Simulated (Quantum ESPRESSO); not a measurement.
# AlN (P6_3mc) in Quantum ESPRESSO: further runs, part 2 of 3

Quantum ESPRESSO 7.5. Earlier steps stand in the parts before.

## Step 4: Band structure, PBE

Input file pw.in:

```
&CONTROL
  calculation = 'scf'
  prefix = 'pwscf'
  outdir = './tmp'
  pseudo_dir = './pseudo'
  tprnfor = .true.
  tstress = .true.
  disk_io = 'low'
/
&SYSTEM
  ibrav = 0
  celldm(1) = 8
  nat = 4
  ntyp = 2
  ecutwfc = 50
  ecutrho = 300
  nbnd = 14
  occupations = 'smearing'
  smearing = 'fd'
  degauss = 0.00367493
/
&ELECTRONS
  conv_thr = 8d-10
  electron_maxstep = 120
  mixing_beta = 0.5
/
ATOMIC_SPECIES
Al    26.9815 Al.GGA_PBE-JTH.UPF
N     14.0070 N.GGA_PBE-JTH.UPF
CELL_PARAMETERS alat
  0.7353396782450   0.0000000000000   0.0000000000000
 -0.3676698391225   0.6368228417753   0.0000000000000
  0.0000000000000   0.0000000000000   1.1765907283451
ATOMIC_POSITIONS crystal
Al     0.6666666667    0.3333333333    0.5000000000
Al     0.3333333333    0.6666666667    0.0000000000
N      0.6666666667    0.3333333333    0.8800000000
N      0.3333333333    0.6666666667    0.3800000000
K_POINTS automatic
10 10 6 0 0 0
```

Input file pp_density.in:

```
&INPUTPP
  prefix = 'pwscf'
  outdir = './tmp'
  filplot = 'density.dat'
  plot_num = 0
/
&PLOT
  nfile = 1
  filepp(1) = 'density.dat'
  iflag = 3
  output_format = 6
  fileout = 'density.cube'
/
```

Input file pp_potential.in:

```
&INPUTPP
  prefix = 'pwscf'
  outdir = './tmp'
  filplot = 'potential.dat'
  plot_num = 11
/
&PLOT
  nfile = 1
  filepp(1) = 'potential.dat'
  iflag = 3
  output_format = 6
  fileout = 'potential.cube'
/
```

Input file bands.in:

```
&CONTROL
  calculation = 'bands'
  prefix = 'pwscf'
  outdir = './tmp'
  pseudo_dir = './pseudo'
  disk_io = 'low'
  verbosity = 'high'
/
&SYSTEM
  ibrav = 0
  celldm(1) = 8
  nat = 4
  ntyp = 2
  ecutwfc = 50
  ecutrho = 300
  nbnd = 14
  occupations = 'smearing'
  smearing = 'fd'
  degauss = 0.00367493
/
&ELECTRONS
  conv_thr = 1d-08
  electron_maxstep = 120
  mixing_beta = 0.5
  diago_full_acc = .true.
  startingwfc = 'random'
/
ATOMIC_SPECIES
Al    26.9815 Al.GGA_PBE-JTH.UPF
N     14.0070 N.GGA_PBE-JTH.UPF
CELL_PARAMETERS alat
  0.7353396782450   0.0000000000000   0.0000000000000
 -0.3676698391225   0.6368228417753   0.0000000000000
  0.0000000000000   0.0000000000000   1.1765907283451
ATOMIC_POSITIONS crystal
Al     0.6666666667    0.3333333333    0.5000000000
Al     0.3333333333    0.6666666667    0.0000000000
N      0.6666666667    0.3333333333    0.8800000000
N      0.3333333333    0.6666666667    0.3800000000
K_POINTS crystal
60
 0.0000000000  0.0000000000  0.0000000000 1
 0.0714285714  0.0000000000  0.0000000000 1
 0.1428571429  0.0000000000  0.0000000000 1
 0.2142857143  0.0000000000  0.0000000000 1
 0.2857142857  0.0000000000  0.0000000000 1
 0.3571428571  0.0000000000  0.0000000000 1
 0.4285714286  0.0000000000  0.0000000000 1
 0.5000000000  0.0000000000  0.0000000000 1
 0.4583333333  0.0833333333  0.0000000000 1
 0.4166666667  0.1666666667  0.0000000000 1
 0.3750000000  0.2500000000  0.0000000000 1
 0.3333333333  0.3333333333  0.0000000000 1
 0.2962962963  0.2962962963  0.0000000000 1
 0.2592592593  0.2592592593  0.0000000000 1
 0.2222222222  0.2222222222  0.0000000000 1
 0.1851851852  0.1851851852  0.0000000000 1
 0.1481481481  0.1481481481  0.0000000000 1
 0.1111111111  0.1111111111  0.0000000000 1
 0.0740740741  0.0740740741  0.0000000000 1
 0.0370370370  0.0370370370  0.0000000000 1
 0.0000000000  0.0000000000  0.0000000000 1
 0.0000000000  0.0000000000  0.1250000000 1
 0.0000000000  0.0000000000  0.2500000000 1
 0.0000000000  0.0000000000  0.3750000000 1
 0.0000000000  0.0000000000  0.5000000000 1
 0.0625000000  0.0000000000  0.5000000000 1
 0.1250000000  0.0000000000  0.5000000000 1
 0.1875000000  0.0000000000  0.5000000000 1
 0.2500000000  0.0000000000  0.5000000000 1
 0.3125000000  0.0000000000  0.5000000000 1
 0.3750000000  0.0000000000  0.5000000000 1
 0.4375000000  0.0000000000  0.5000000000 1
 0.5000000000  0.0000000000  0.5000000000 1
 0.4666666667  0.0666666667  0.5000000000 1
 0.4333333333  0.1333333333  0.5000000000 1
 0.4000000000  0.2000000000  0.5000000000 1
 0.3666666667  0.2666666667  0.5000000000 1
 0.3333333333  0.3333333333  0.5000000000 1
 0.3030303030  0.3030303030  0.5000000000 1
 0.2727272727  0.2727272727  0.5000000000 1
 0.2424242424  0.2424242424  0.5000000000 1
 0.2121212121  0.2121212121  0.5000000000 1
 0.1818181818  0.1818181818  0.5000000000 1
 0.1515151515  0.1515151515  0.5000000000 1
 0.1212121212  0.1212121212  0.5000000000 1
 0.0909090909  0.0909090909  0.5000000000 1
 0.0606060606  0.0606060606  0.5000000000 1
 0.0303030303  0.0303030303  0.5000000000 1
 0.0000000000  0.0000000000  0.5000000000 1
 0.5000000000  0.0000000000  0.5000000000 1
 0.5000000000  0.0000000000  0.4000000000 1
 0.5000000000  0.0000000000  0.3000000000 1
 0.5000000000  0.0000000000  0.2000000000 1
 0.5000000000  0.0000000000  0.1000000000 1
 0.5000000000  0.0000000000  0.0000000000 1
 0.3333333333  0.3333333333  0.0000000000 1
 0.3333333333  0.3333333333  0.1250000000 1
 0.3333333333  0.3333333333  0.2500000000 1
 0.3333333333  0.3333333333  0.3750000000 1
 0.3333333333  0.3333333333  0.5000000000 1
```

Potentials or basis: JTH 2.0 PBE.

Command:

```bash
$ OMP_NUM_THREADS=1 pw.x -in pw.in > pw.out
$ OMP_NUM_THREADS=1 pp.x -in pp_density.in > pp_density.out
$ OMP_NUM_THREADS=1 pp.x -in pp_potential.in > pp_potential.out
$ OMP_NUM_THREADS=1 pw.x -in bands.in > bands.out
```

pw.out:

```text
This program is part of the open-source Quantum ESPRESSO suite
     for quantum simulation of materials; please cite
         "P. Giannozzi et al., J. Phys.:Condens. Matter 21 395502 (2009);
         "P. Giannozzi et al., J. Phys.:Condens. Matter 29 465901 (2017);
         "P. Giannozzi et al., J. Chem. Phys. 152 154105 (2020);
     in publications or presentations arising from this work. More details at

     file Al.GGA_PBE-JTH.UPF: wavefunction(s)  3S 0S 3P 0P renormalized
     file N.GGA_PBE-JTH.UPF: wavefunction(s)  0S 0P renormalized
     Message from routine setup:
     using ibrav=0 with symmetry is DISCOURAGED, use correct ibrav instead

     G-vector sticks info
     --------------------
     sticks:   dense  smooth     PW     G-vecs:    dense   smooth      PW
     Sum         721     475    151                24771    13393    2297

     Using Slab Decomposition

     bravais-lattice index     =            0
     lattice parameter (alat)  =       8.0000  a.u.
     unit-cell volume          =     282.0993 (a.u.)^3
     number of atoms/cell      =            4
     number of atomic types    =            2
     number of electrons       =        16.00
     number of Kohn-Sham states=           14
     kinetic-energy cutoff     =      50.0000  Ry
     charge density cutoff     =     300.0000  Ry
     scf convergence threshold =      8.0E-10
     mixing beta               =       0.5000
     number of iterations used =            8  plain     mixing
     Exchange-correlation= SLA PW PBX PBC
                           (   1   4   3   4   0   0   0)

     celldm(1)=   8.000000  celldm(2)=   0.000000  celldm(3)=   0.000000
     celldm(4)=   0.000000  celldm(5)=   0.000000  celldm(6)=   0.000000

     crystal axes: (cart. coord. in units of alat)
               a(1) = (   0.735340   0.000000   0.000000 )
               a(2) = (  -0.367670   0.636823   0.000000 )
               a(3) = (   0.000000   0.000000   1.176591 )

     reciprocal axes: (cart. coord. in units 2 pi/alat)
               b(1) = (  1.359916  0.785148 -0.000000 )
               b(2) = (  0.000000  1.570295  0.000000 )
               b(3) = (  0.000000 -0.000000  0.849913 )

     PseudoPot. # 1 for Al read from file:
     Al.GGA_PBE-JTH.UPF
     Pseudo is Projector augmented-wave + core cor, Zval =  3.0
     Generated using ATOMPAW code
     Shape of augmentation charge: SINC**2
     Using radial grid of  982 points,  4 beta functions with:
                l(1) =   0
                l(2) =   0
                l(3) =   1
                l(4) =   1
     Q(r) pseudized with 0 coefficients

     PseudoPot. # 2 for N  read from file:
     N.GGA_PBE-JTH.UPF
     Pseudo is Projector augmented-wave + core cor, Zval =  5.0
     Generated using ATOMPAW code
     Shape of augmentation charge: SINC**2
     Using radial grid of  933 points,  4 beta functions with:
                l(1) =   0
                l(2) =   0
                l(3) =   1
                l(4) =   1
     Q(r) pseudized with 0 coefficients

     atomic species   valence    mass     pseudopotential
     Al                3.00    26.98150     Al( 1.00)
     N                 5.00    14.00700     N ( 1.00)

     12 Sym. Ops. (no inversion) found ( 6 have fractional translation)

   Cartesian axes

     site n.     atom                  positions (alat units)
         1        Al     tau(   1) = (   0.3676698   0.2122743   0.5882954  )
         2        Al     tau(   2) = (  -0.0000000   0.4245486   0.0000000  )
         3        N      tau(   3) = (   0.3676698   0.2122743   1.0353998  )
         4        N      tau(   4) = (  -0.0000000   0.4245486   0.4471045  )

     number of k points=    56  Fermi-Dirac smearing, width (Ry)=  0.0037
                       cart. coord. in units 2pi/alat
        k(    1) = (   0.0000000   0.0000000   0.0000000), wk =   0.0033333
        k(    2) = (   0.0000000   0.0000000   0.1416522), wk =   0.0066667
        k(    3) = (   0.0000000   0.0000000   0.2833044), wk =   0.0066667
        k(    4) = (   0.0000000   0.0000000  -0.4249566), wk =   0.0033333
        k(    5) = (   0.0000000   0.1570295   0.0000000), wk =   0.0200000
        k(    6) = (   0.0000000   0.1570295   0.1416522), wk =   0.0400000
[... 48 lines left out ...]
        k(   55) = (   0.4079747   0.7066329   0.2833044), wk =   0.0400000
        k(   56) = (   0.4079747   0.7066329  -0.4249566), wk =   0.0200000

     Dense  grid:    24771 G-vectors     FFT dimensions: (  36,  36,  54)

     Smooth grid:    13393 G-vectors     FFT dimensions: (  27,  27,  48)

     Check: negative core charge=   -0.000029

     Initial potential from superposition of free atoms

     starting charge      15.9954, renormalised to      16.0000

     negative rho (up, down):  7.169E-04 0.000E+00
     Starting wfcs are   32 randomized atomic wfcs

     Self-consistent Calculation

     iteration #  1     ecut=    50.00 Ry     beta= 0.50
     Davidson diagonalization with overlap
     ethr =  1.00E-02,  avg # of iterations =  3.6

     negative rho (up, down):  4.223E-04 0.000E+00

     total energy              =    -135.50474611 Ry
     estimated scf accuracy    <       1.19092175 Ry

     iteration #  2     ecut=    50.00 Ry     beta= 0.50
     Davidson diagonalization with overlap
     ethr =  7.44E-03,  avg # of iterations =  2.0

     negative rho (up, down):  4.697E-04 0.000E+00

     total energy              =    -135.83653673 Ry
     estimated scf accuracy    <       0.16593571 Ry
[... 73 lines left out ...]
     iteration # 11     ecut=    50.00 Ry     beta= 0.50
     Davidson diagonalization with overlap
     ethr =  2.34E-10,  avg # of iterations =  2.0

     negative rho (up, down):  3.585E-04 0.000E+00

     total energy              =    -135.85432293 Ry
     estimated scf accuracy    <          2.6E-09 Ry

     iteration # 12     ecut=    50.00 Ry     beta= 0.50
     Davidson diagonalization with overlap
     ethr =  1.61E-11,  avg # of iterations =  2.0

     negative rho (up, down):  3.584E-04 0.000E+00

     End of self-consistent calculation

          k = 0.0000 0.0000 0.0000 (  1725 PWs)   bands (ev):

    -8.0494  -5.9005   1.1365   6.2875   6.2875   6.9411   6.9411   7.1209
    11.3275  13.7677  17.7268  18.2643  18.2643  20.2420

          k = 0.0000 0.0000 0.1417 (  1719 PWs)   bands (ev):

    -7.9430  -6.1082   1.5075   6.3290   6.3290   6.5208   6.8949   6.8949
    11.8191  13.8345  17.5522  18.2306  18.2306  19.4402

          k = 0.0000 0.0000 0.2833 (  1701 PWs)   bands (ev):

    -7.6346  -6.6021   2.4806   5.2342   6.4439   6.4439   6.7706   6.7706
    12.7690  13.8955  17.2751  18.2701  18.2783  18.2785

          k = 0.0000 0.0000-0.4250 (  1678 PWs)   bands (ev):

    -7.1612  -7.1612   3.7990   3.7990   6.6049   6.6049   6.6049   6.6049
    13.5758  13.5758  17.4469  17.4469  18.5781  18.5781
[... 68 lines left out ...]
    -6.3490  -5.4192   1.8484   2.8918   3.8520   5.2224   6.0186   6.4021
    12.6769  13.2807  15.8631  17.0349  18.4813  18.9085

          k = 0.0000 0.6281 0.2833 (  1676 PWs)   bands (ev):

    -6.1594  -5.6205   1.7054   2.3234   4.7873   5.4387   6.1137   6.1452
    12.3235  13.1880  16.1739  17.0315  18.4691  19.3194

          k = 0.0000 0.6281-0.4250 (  1686 PWs)   bands (ev):

    -5.8931  -5.8931   1.8740   1.8740   5.6804   5.6804   5.7587   5.7587
    12.6612  12.6612  16.5489  16.5489  18.8721  18.8721

          k = 0.0000-0.7851 0.0000 (  1654 PWs)   bands (ev):

    -6.0877  -5.3926   1.6935   2.9829   3.7834   5.0552   5.3478   6.4613
    12.9279  12.9338  15.3068  17.4167  18.0110  19.3006

          k = 0.0000-0.7851 0.1417 (  1678 PWs)   bands (ev):

    -6.0364  -5.4309   1.5453   2.6110   4.1741   5.1326   5.6919   6.3443
    12.4598  12.9968  16.0242  16.8835  18.3283  19.4299

          k = 0.0000-0.7851 0.2833 (  1688 PWs)   bands (ev):

    -5.8976  -5.5439   1.4029   1.9865   4.9936   5.3538   6.0467   6.0504
    12.0829  12.9477  16.1934  16.8943  18.4332  19.1922

          k = 0.0000-0.7851-0.4250 (  1676 PWs)   bands (ev):

    -5.7144  -5.7144   1.5397   1.5397   5.6817   5.6817   5.7672   5.7672
    12.4326  12.4326  16.3953  16.3953  18.9404  18.9404

          k = 0.1360 0.2355 0.0000 (  1707 PWs)   bands (ev):

    -7.6766  -5.7005   1.5848   4.9677   5.2169   6.1108   6.7396   6.9352
    12.7111  15.0280  16.3226  16.5380  19.0660  19.2909

          k = 0.1360 0.2355 0.1417 (  1697 PWs)   bands (ev):

    -7.5757  -5.8832   1.8795   5.0762   5.0822   5.9959   6.6646   6.8140
    12.9062  15.0607  16.0752  16.6308  18.8718  19.1718

          k = 0.1360 0.2355 0.2833 (  1687 PWs)   bands (ev):

    -7.2843  -6.3270   2.6369   4.5091   5.3849   5.9518   6.4652   6.4736
    13.4208  14.8020  15.9689  16.7174  18.5724  19.0789
[... 133 lines left out ...]
    -5.7173  -5.4318   2.3706   2.7845   3.2994   4.5849   4.9485   5.5576
    12.6467  15.2669  16.0541  16.5185  18.6659  18.8086

          k = 0.4080 0.7066 0.2833 (  1679 PWs)   bands (ev):

    -5.6377  -5.4707   2.3445   2.3476   3.1225   4.0672   5.7936   6.1762
    13.4851  14.7590  15.5693  15.7256  18.8122  18.9432

          k = 0.4080 0.7066-0.4250 (  1686 PWs)   bands (ev):

    -5.5440  -5.5440   2.2150   2.2150   3.4956   3.4956   6.3097   6.3097
    14.2069  14.2069  15.3750  15.3750  18.9298  18.9298

     the Fermi energy is     9.7577 ev

!    total energy              =    -135.85432293 Ry
     total all-electron energy =      -135.854323 Ry
     estimated scf accuracy    <          3.2E-12 Ry
     smearing contrib. (-TS)   =      -0.00000000 Ry
     internal energy E=F+TS    =    -135.85432293 Ry

     The total energy is F=E-TS. E is the sum of the following terms:
     one-electron contribution =      -1.35181040 Ry
     hartree contribution      =      11.45571319 Ry
     xc contribution           =     -16.08213833 Ry
     ewald contribution        =     -43.48644828 Ry
     one-center paw contrib.   =     -86.38963910 Ry

     convergence has been achieved in  12 iterations

     negative rho (up, down):  3.584E-04 0.000E+00

     Forces acting on atoms (cartesian axes, Ry/au):

     atom    1 type  1   force =    -0.00000000   -0.00000000   -0.00513391
     atom    2 type  1   force =     0.00000000    0.00000000   -0.00513391
     atom    3 type  2   force =    -0.00000000   -0.00000000    0.00513391
     atom    4 type  2   force =     0.00000000    0.00000000    0.00513391

     Total force =     0.010268     Total SCF correction =     0.000001

     Computing stress (Cartesian axis) and pressure

     negative rho (up, down):  3.584E-04 0.000E+00
          total   stress  (Ry/bohr**3)                   (kbar)     P=       38.76
   0.00022692  -0.00000000   0.00000000           33.38       -0.00        0.00
  -0.00000000   0.00022692   0.00000000           -0.00       33.38        0.00
   0.00000000   0.00000000   0.00033669            0.00        0.00       49.53

=------------------------------------------------------------------------------=
   JOB DONE.
=------------------------------------------------------------------------------=
```

It took 49 s on 1 thread of Arm Neoverse V1, shared host; peak memory 0.1 GiB.

Results:

```yaml
Free_energy: -1848.3922 eV
Pressure: 3.9 GPa
Largest_force: 0.132 eV/Å
Band_gap_on_the_k_mesh: 4.21 eV, direct
Band_gap_along_the_path: 4.21 eV, direct
```

Forces in eV/Å, atoms in the order of the input:
```
Al   0.000  0.000 -0.132
Al   0.000  0.000 -0.132
N    0.000  0.000  0.132
N    0.000  0.000  0.132
```

Stress tensor (GPa, compression positive):
```
3.34 0.00 0.00
0.00 3.34 0.00
0.00 0.00 4.95
```

Levels at the corners of the path, in eV from the valence-band top:
| point | band 5 | band 6 | band 7 | band 8 | band 9 | band 10 | band 11 | band 12 |
| --- | --- | --- | --- | --- | --- | --- | --- | --- |
| Γ | -0.83 | -0.18 | -0.18 | 0.00 | 4.21 | 6.65 | 10.61 | 11.14 |
| M | -3.34 | -2.07 | -1.77 | -0.66 | 5.81 | 5.81 | 8.19 | 10.30 |
| K | -3.76 | -2.42 | -2.38 | -2.38 | 5.05 | 8.37 | 9.68 | 9.68 |
| Γ | -0.83 | -0.18 | -0.18 | 0.00 | 4.21 | 6.65 | 10.61 | 11.14 |
| A | -0.52 | -0.52 | -0.52 | -0.52 | 6.45 | 6.45 | 10.33 | 10.33 |
| L | -1.44 | -1.44 | -1.35 | -1.35 | 5.31 | 5.31 | 9.27 | 9.27 |
| H | -3.84 | -3.84 | -0.78 | -0.78 | 7.43 | 7.43 | 7.85 | 7.85 |
| A | -0.52 | -0.52 | -0.52 | -0.52 | 6.45 | 6.45 | 10.33 | 10.33 |
| L | -1.44 | -1.44 | -1.35 | -1.35 | 5.31 | 5.31 | 9.27 | 9.27 |
| M | -3.34 | -2.07 | -1.77 | -0.66 | 5.81 | 5.81 | 8.19 | 10.30 |
| K | -3.76 | -2.42 | -2.38 | -2.38 | 5.05 | 8.37 | 9.68 | 9.68 |
| H | -3.84 | -3.84 | -0.78 | -0.78 | 7.43 | 7.43 | 7.85 | 7.85 |

(Part 2 of 3 ends here.)
